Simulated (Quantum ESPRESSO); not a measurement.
# Al (P6/mmm) in Quantum ESPRESSO: further runs

The runs below take Al through phonons, with PBE.

Everything below comes from runs of Quantum ESPRESSO 7.5. Logs are shortened: lines on timing, memory, paths and dates and some standing lists are left out, and cuts for length are marked.

## Step 1: The crystal as given

The structure is hexagonal, space group P6/mmm (No. 191). Conventional cell: a = 4.492 Å, b = 4.492 Å, c = 2.723 Å, α = 90.00°, β = 90.00°, γ = 120.00°. Al (site symmetry -6m2) has 5 Al at 2.59 to 2.72 Å as nearest neighbours.

The cell was built by a generator and needn't be a form met in nature.

## Step 2: Phonons, PBE

Input file pw.in:

```
&CONTROL
  calculation = 'scf'
  prefix = 'pwscf'
  outdir = './tmp'
  pseudo_dir = './pseudo'
  tprnfor = .true.
  tstress = .true.
  disk_io = 'low'
/
&SYSTEM
  ibrav = 0
  nat = 2
  ntyp = 1
  ecutwfc = 40
  nbnd = 8
  occupations = 'smearing'
  smearing = 'mv'
  degauss = 0.01469973
/
&ELECTRONS
  conv_thr = 4d-10
  electron_maxstep = 120
  mixing_beta = 0.5
/
ATOMIC_SPECIES
Al    26.9815 Al.upf
CELL_PARAMETERS angstrom
   4.4916000000    0.0000000000    0.0000000000
  -2.2458000000    3.8898400000    0.0000000000
   0.0000000000    0.0000000000    2.7226000000
ATOMIC_POSITIONS angstrom
Al    -0.0000224580    2.5932396328    0.0000000000
Al     2.2458224580    1.2966003672    0.0000000000
K_POINTS automatic
7 7 10 0 0 0
```

Input file scf2.in:

```
&CONTROL
  calculation = 'scf'
  prefix = 'pwscf'
  outdir = './tmp'
  pseudo_dir = './pseudo'
  tprnfor = .true.
  tstress = .true.
  disk_io = 'low'
/
&SYSTEM
  ibrav = 0
  nat = 2
  ntyp = 1
  ecutwfc = 40
  nbnd = 8
  occupations = 'smearing'
  smearing = 'mv'
  degauss = 0.01469973
/
&ELECTRONS
  conv_thr = 1d-13
  electron_maxstep = 120
  mixing_beta = 0.5
  startingpot = 'file'
  startingwfc = 'file'
/
ATOMIC_SPECIES
Al    26.9815 Al.upf
CELL_PARAMETERS angstrom
   4.4916000000    0.0000000000    0.0000000000
  -2.2458000000    3.8898400000    0.0000000000
   0.0000000000    0.0000000000    2.7226000000
ATOMIC_POSITIONS angstrom
Al    -0.0000224580    2.5932396328    0.0000000000
Al     2.2458224580    1.2966003672    0.0000000000
K_POINTS automatic
7 7 10 0 0 0
```

Input file ph.in:

```
phonons of Al
&INPUTPH
  prefix = 'pwscf'
  outdir = './tmp'
  tr2_ph = 1d-16
  fildyn = 'dyn'
  niter_ph = 60
  alpha_mix(1) = 0.4
/
0.5000000000 0.2886751126 0.8248732829
```

Potentials or basis: PseudoDojo 0.4.1 SR PBE standard.

Command:

```console
$ OMP_NUM_THREADS=1 pw.x -in pw.in > pw.out
$ OMP_NUM_THREADS=1 pw.x -in scf2.in > scf2.out
$ OMP_NUM_THREADS=1 ph.x -in ph.in > ph.out
```

pw.out:

```text
This program is part of the open-source Quantum ESPRESSO suite
     for quantum simulation of materials; please cite
[... 9 lines left out ...]
     --------------------
     sticks:   dense  smooth     PW     G-vecs:    dense   smooth      PW
     Sum         793     793    253                10881    10881    1895

     Using Slab Decomposition

     bravais-lattice index     =            0
     lattice parameter (alat)  =       8.4879  a.u.
     unit-cell volume          =     321.0061 (a.u.)^3
     number of atoms/cell      =            2
     number of atomic types    =            1
     number of electrons       =         6.00
     number of Kohn-Sham states=            8
     kinetic-energy cutoff     =      40.0000  Ry
     charge density cutoff     =     160.0000  Ry
     scf convergence threshold =      4.0E-10
     mixing beta               =       0.5000
     number of iterations used =            8  plain     mixing
     Exchange-correlation= PBE
                           (   1   4   3   4   0   0   0)

     celldm(1)=   8.487894  celldm(2)=   0.000000  celldm(3)=   0.000000
     celldm(4)=   0.000000  celldm(5)=   0.000000  celldm(6)=   0.000000

     crystal axes: (cart. coord. in units of alat)
               a(1) = (   1.000000   0.000000   0.000000 )
               a(2) = (  -0.500000   0.866025   0.000000 )
               a(3) = (   0.000000   0.000000   0.606154 )

     reciprocal axes: (cart. coord. in units 2 pi/alat)
               b(1) = (  1.000000  0.577350 -0.000000 )
               b(2) = (  0.000000  1.154700  0.000000 )
               b(3) = (  0.000000 -0.000000  1.649747 )

     PseudoPot. # 1 for Al read from file:
     Al.upf
     Pseudo is Norm-conserving + core correction, Zval =  3.0
     Generated using ONCVPSP code by D. R. Hamann
     Using radial grid of 1876 points,  6 beta functions with:
                l(1) =   0
                l(2) =   0
                l(3) =   1
                l(4) =   1
                l(5) =   2
                l(6) =   2

     atomic species   valence    mass     pseudopotential
     Al                3.00    26.98150     Al( 1.00)

      8 Sym. Ops., with inversion, found

   Cartesian axes

     site n.     atom                  positions (alat units)
         1        Al     tau(   1) = (  -0.0000050   0.5773532   0.0000000  )
         2        Al     tau(   2) = (   0.5000050   0.2886723   0.0000000  )

     number of k points=    96  Marzari-Vanderbilt smearing, width (Ry)=  0.0147
                       cart. coord. in units 2pi/alat
        k(    1) = (   0.0000000   0.0000000   0.0000000), wk =   0.0040816
        k(    2) = (   0.0000000   0.0000000   0.1649747), wk =   0.0081633
        k(    3) = (   0.0000000   0.0000000   0.3299493), wk =   0.0081633
        k(    4) = (   0.0000000   0.0000000   0.4949240), wk =   0.0081633
        k(    5) = (   0.0000000   0.0000000   0.6598986), wk =   0.0081633
        k(    6) = (   0.0000000   0.0000000  -0.8248733), wk =   0.0040816
[... 88 lines left out ...]
        k(   95) = (  -0.2857143   0.4948716  -0.6598986), wk =   0.0326531
        k(   96) = (  -0.2857143   0.4948716   0.8248733), wk =   0.0163265

     Dense  grid:    10881 G-vectors     FFT dimensions: (  36,  36,  24)

     Initial potential from superposition of free atoms

     starting charge       5.9951, renormalised to       6.0000
     Starting wfcs are    8 randomized atomic wfcs

     Self-consistent Calculation

     iteration #  1     ecut=    40.00 Ry     beta= 0.50
     Davidson diagonalization with overlap
     ethr =  1.00E-02,  avg # of iterations =  6.5

     Threshold (ethr) on eigenvalues was too large:
     Diagonalizing with lowered threshold

     Davidson diagonalization with overlap
     ethr =  2.50E-04,  avg # of iterations =  4.2

     total energy              =      -9.19714756 Ry
     estimated scf accuracy    <       0.01563317 Ry

     iteration #  2     ecut=    40.00 Ry     beta= 0.50
     Davidson diagonalization with overlap
     ethr =  2.61E-04,  avg # of iterations =  1.2

     total energy              =      -9.19708615 Ry
     estimated scf accuracy    <       0.00336540 Ry

     iteration #  3     ecut=    40.00 Ry     beta= 0.50
     Davidson diagonalization with overlap
     ethr =  5.61E-05,  avg # of iterations =  2.1

     total energy              =      -9.19717438 Ry
     estimated scf accuracy    <       0.00002536 Ry

     iteration #  4     ecut=    40.00 Ry     beta= 0.50
     Davidson diagonalization with overlap
     c_bands:  1 eigenvalues not converged
     c_bands:  1 eigenvalues not converged
     ethr =  4.23E-07,  avg # of iterations =  6.6

     total energy              =      -9.19718489 Ry
     estimated scf accuracy    <       0.00000054 Ry

     iteration #  5     ecut=    40.00 Ry     beta= 0.50
     Davidson diagonalization with overlap
     ethr =  9.08E-09,  avg # of iterations =  3.0

     total energy              =      -9.19718526 Ry
     estimated scf accuracy    <       0.00000013 Ry

     iteration #  6     ecut=    40.00 Ry     beta= 0.50
     Davidson diagonalization with overlap
     ethr =  2.08E-09,  avg # of iterations =  1.3

     total energy              =      -9.19718528 Ry
     estimated scf accuracy    <          8.9E-09 Ry

     iteration #  7     ecut=    40.00 Ry     beta= 0.50
     Davidson diagonalization with overlap
     ethr =  1.49E-10,  avg # of iterations =  2.1

     total energy              =      -9.19718528 Ry
     estimated scf accuracy    <          2.2E-09 Ry

     iteration #  8     ecut=    40.00 Ry     beta= 0.50
     Davidson diagonalization with overlap
     ethr =  3.73E-11,  avg # of iterations =  1.9

     End of self-consistent calculation

          k = 0.0000 0.0000 0.0000 (  1373 PWs)   bands (ev):

    -4.7959   3.2804   3.2807   3.7466   6.3739   6.3741   9.6799  13.7081

          k = 0.0000 0.0000 0.1650 (  1367 PWs)   bands (ev):

    -4.5981   3.4559   3.4561   3.9329   6.5577   6.5580   9.4059  11.2528

          k = 0.0000 0.0000 0.3299 (  1360 PWs)   bands (ev):

    -4.0073   3.9776   3.9778   4.4794   7.1049   7.1052   7.2176  11.0483

          k = 0.0000 0.0000 0.4949 (  1378 PWs)   bands (ev):

    -3.0310   4.5875   4.8233   4.8235   5.3387   7.9948   7.9951  11.9513

          k = 0.0000 0.0000 0.6599 (  1396 PWs)   bands (ev):

    -1.6894   2.2110   5.8960   5.8962   6.3591   9.1375   9.1378  10.6522

          k = 0.0000 0.0000-0.8249 (  1402 PWs)   bands (ev):

    -0.3300   0.5027   6.6096   6.6098   6.9561   9.9268   9.9272  10.7545

          k = 0.0000 0.1650 0.0000 (  1369 PWs)   bands (ev):

    -4.6190   1.6084   2.9761   4.9239   6.5055   7.0456  10.6960  13.8533

          k = 0.0000 0.1650 0.1650 (  1365 PWs)   bands (ev):

    -4.4214   1.7952   3.1529   5.0999   6.6766   7.2278  10.0544  11.7985

          k = 0.0000 0.1650 0.3299 (  1370 PWs)   bands (ev):

    -3.8311   2.3514   3.6786   5.6075   7.0169   7.6636   7.7695  11.9900

          k = 0.0000 0.1650 0.4949 (  1379 PWs)   bands (ev):

    -2.8557   3.2619   4.5322   4.7372   6.3886   8.0833   8.6484  11.5990

          k = 0.0000 0.1650 0.6599 (  1381 PWs)   bands (ev):

    -1.5150   2.3741   4.4880   5.6200   6.8729   8.9522   9.7632  10.2467

          k = 0.0000 0.1650-0.8249 (  1400 PWs)   bands (ev):

    -0.1511   0.6636   5.7256   6.1222   6.3531   9.2310   9.7513  10.0339

          k = 0.0000 0.3299 0.0000 (  1365 PWs)   bands (ev):

    -4.1038  -0.1325   2.4957   4.6572   8.2296   8.6250  12.7345  14.2738

          k = 0.0000 0.3299 0.1650 (  1377 PWs)   bands (ev):

    -3.9068   0.0584   2.6738   4.8392   8.3448   8.8045  10.8492  13.6889

          k = 0.0000 0.3299 0.3299 (  1368 PWs)   bands (ev):

    -3.3180   0.6281   3.2040   5.3615   7.8258   8.8715   9.3374  12.6616

          k = 0.0000 0.3299 0.4949 (  1367 PWs)   bands (ev):

    -2.3450   1.5661   4.0663   5.1529   6.2766   8.5667  10.1950  11.1721

          k = 0.0000 0.3299 0.6599 (  1381 PWs)   bands (ev):

    -1.0069   2.7954   2.9033   5.1716   6.1374   8.2088   9.8323  11.0952

          k = 0.0000 0.3299-0.8249 (  1380 PWs)   bands (ev):

     0.3714   1.1291   4.1947   4.7379   5.9294   8.7067   9.2982   9.9044

          k = 0.0000 0.4949 0.0000 (  1358 PWs)   bands (ev):

    -3.3680  -1.5041   2.2087   4.3157  10.3918  10.7306  12.4892  13.2726

          k = 0.0000 0.4949 0.1650 (  1363 PWs)   bands (ev):

    -3.1715  -1.3111   2.3874   4.5001  10.2282  10.9069  11.4012  13.4429

          k = 0.0000 0.4949 0.3299 (  1368 PWs)   bands (ev):

    -2.5846  -0.7348   2.9195   5.0350   8.4070   9.9451  11.4275  12.6111

          k = 0.0000 0.4949 0.4949 (  1370 PWs)   bands (ev):

    -1.6148   0.2161   3.7857   5.6292   6.0316   7.9848  11.7242  12.3329

          k = 0.0000 0.4949 0.6599 (  1367 PWs)   bands (ev):

    -0.2796   1.5187   3.5250   4.8994   5.1088   7.7498   9.5380  11.2203

          k = 0.0000 0.4949-0.8249 (  1376 PWs)   bands (ev):

     1.1333   1.7759   2.8534   3.5673   5.6696   8.3956   9.0002   9.5806

          k = 0.1429 0.2474 0.0000 (  1383 PWs)   bands (ev):

    -4.2715   0.3849   2.2839   5.7835   6.3488   8.7540  12.1614  14.1374

          k = 0.1429 0.2474 0.1650 (  1371 PWs)   bands (ev):

    -4.0743   0.5750   2.4639   5.9515   6.5227   8.9115  10.6453  13.0543

          k = 0.1429 0.2474 0.3299 (  1367 PWs)   bands (ev):

    -3.4850   1.1421   2.9996   6.4262   6.9136   7.9990   9.3350  13.0458

          k = 0.1429 0.2474 0.4949 (  1371 PWs)   bands (ev):
[... 201 lines left out ...]
    -2.8318  -0.2157   2.3587   6.2797   8.0425   8.8735  10.7397  12.8086

          k =-0.1429 0.4124-0.4949 (  1373 PWs)   bands (ev):

    -1.8612   0.7330   3.2420   5.6170   6.8696   8.4152  10.1294  11.2638

          k = 0.4286-0.0825-0.4949 (  1373 PWs)   bands (ev):

    -1.8613   0.7331   3.2420   5.6169   6.8695   8.4153  10.1295  11.2638

          k =-0.1429 0.4124-0.6599 (  1367 PWs)   bands (ev):

    -0.5257   2.0342   3.2904   4.4102   5.5970   8.6743   9.2015  11.0305

          k = 0.4286-0.0825-0.6599 (  1367 PWs)   bands (ev):

    -0.5258   2.0342   3.2904   4.4101   5.5970   8.6742   9.2015  11.0306

          k =-0.1429 0.4124 0.8249 (  1380 PWs)   bands (ev):

     0.8689   1.5658   3.4257   3.9614   5.2465   7.7265  10.0115  10.9977

          k = 0.4286-0.0825 0.8249 (  1380 PWs)   bands (ev):

     0.8688   1.5657   3.4258   3.9615   5.2464   7.7264  10.0115  10.9975

          k = 0.5714-0.1650 0.0000 (  1370 PWs)   bands (ev):

    -3.0209  -1.8431   1.4140   5.4669  10.0433  10.3168  13.0972  13.4418

          k = 0.5714-0.1650-0.1650 (  1371 PWs)   bands (ev):

    -2.8247  -1.6494   1.5968   5.6419   9.9517  10.4094  12.1987  12.8011

          k = 0.5714-0.1650-0.3299 (  1369 PWs)   bands (ev):

    -2.2387  -1.0708   2.1417   6.1341   8.5430   9.8504  11.5274  11.5938

          k = 0.5714-0.1650-0.4949 (  1374 PWs)   bands (ev):

    -1.2705  -0.1160   3.0301   6.1404   6.4906   8.1232  11.0430  12.2084

          k = 0.5714-0.1650-0.6599 (  1368 PWs)   bands (ev):

     0.0634   1.1943   3.8413   4.1569   4.9251   8.4337   9.0343  12.2107

          k = 0.5714-0.1650 0.8249 (  1364 PWs)   bands (ev):

     1.4975   2.0768   2.5482   3.2325   5.0614   7.4762   9.8867  10.8994

          k =-0.2857 0.4949 0.0000 (  1364 PWs)   bands (ev):

    -2.8764  -1.8673   0.8573   7.5366   7.7383  10.0481  13.4990  15.2650

          k =-0.2857 0.4949-0.1650 (  1374 PWs)   bands (ev):

    -2.6806  -1.6729   1.0416   7.6711   7.8956  10.0596  12.4910  12.7167

          k =-0.2857 0.4949-0.3299 (  1368 PWs)   bands (ev):

    -2.0956  -1.0923   1.5910   7.8997   8.0977   9.2025  10.6122  11.4034

          k =-0.2857 0.4949-0.4949 (  1373 PWs)   bands (ev):

    -1.1291  -0.1337   2.4890   6.2407   6.9200   9.4783   9.9445  10.6036

          k =-0.2857 0.4949-0.6599 (  1365 PWs)   bands (ev):

     0.2016   1.1854   3.6423   3.9962   4.8614   8.1893  10.6868  10.9348

          k =-0.2857 0.4949 0.8249 (  1356 PWs)   bands (ev):

     1.6233   2.2218   2.6178   3.1338   4.5242   6.9656  11.4871  12.2753

     the Fermi energy is     4.1408 ev

!    total energy              =      -9.19718528 Ry
     estimated scf accuracy    <          7.6E-12 Ry
     smearing contrib. (-TS)   =       0.00019007 Ry
     internal energy E=F+TS    =      -9.19737535 Ry

     The total energy is F=E-TS. E is the sum of the following terms:
     one-electron contribution =       3.45552526 Ry
     hartree contribution      =       0.42877578 Ry
     xc contribution           =      -4.15867001 Ry
     ewald contribution        =      -8.92300638 Ry

     convergence has been achieved in   8 iterations

     Forces acting on atoms (cartesian axes, Ry/au):

     atom    1 type  1   force =     0.00001130   -0.00000653    0.00000000
     atom    2 type  1   force =    -0.00001130    0.00000653    0.00000000

     Total force =     0.000018     Total SCF correction =     0.000000

     Computing stress (Cartesian axis) and pressure

          total   stress  (Ry/bohr**3)                   (kbar)     P=       15.30
   0.00013190   0.00000008   0.00000000           19.40        0.01        0.00
   0.00000008   0.00013199   0.00000000            0.01       19.42        0.00
   0.00000000   0.00000000   0.00004818            0.00        0.00        7.09

=------------------------------------------------------------------------------=
   JOB DONE.
=------------------------------------------------------------------------------=
```

Run time: 1.7 min. Hardware: 1 thread of Intel Xeon 6975P-C (Granite Rapids), shared host; peak memory 0.09 GiB.

Results:

```yaml
Free_energy: -125.1341 eV
Pressure_after_relaxing: 1.5 GPa
Band_gap_on_the_k_mesh: none (metal or under the smearing width)
Highest_phonon_frequency_at_the_q_point_run: 350 cm⁻¹
Most_unstable_mode: 109i cm⁻¹
```

Stress tensor (GPa, compression positive):
```
1.94 0.00 0.00
0.00 1.94 0.00
0.00 0.00 0.71
```

Levels at points of the mesh, in eV from the Fermi level:
```csv
k point,band 1,band 2,band 3,band 4,band 5,band 6,band 7,band 8
"(0.00, 0.00, 0.00)",-8.94,-0.86,-0.86,-0.39,2.23,2.23,5.54,9.57
"(0.00, 0.00, -0.50)",-4.47,-3.64,2.47,2.47,2.82,5.79,5.79,6.61
```

Phonon frequencies in cm⁻¹ (negative: imaginary):
| q point | frequencies |
| --- | --- |
| (0.500, 0.000, 0.500) | -109 165 285 295 314 350 |

Phonon modes at q = (0.500, 0.000, 0.500) in reciprocal lattice units:
```csv
mode,symmetry,cm⁻¹
1,A_g,-109
2,B_u,165
3,A_g,285
4,A_u,295
5,B_g,314
6,B_u,350
```

Caveat: the mesh is thin for the phonons of a metal; some modes are imaginary; the q point doesn't lie on the k mesh, which can shift a metal's frequencies strongly unless the mesh is converged.

[end of part 1 of 2]
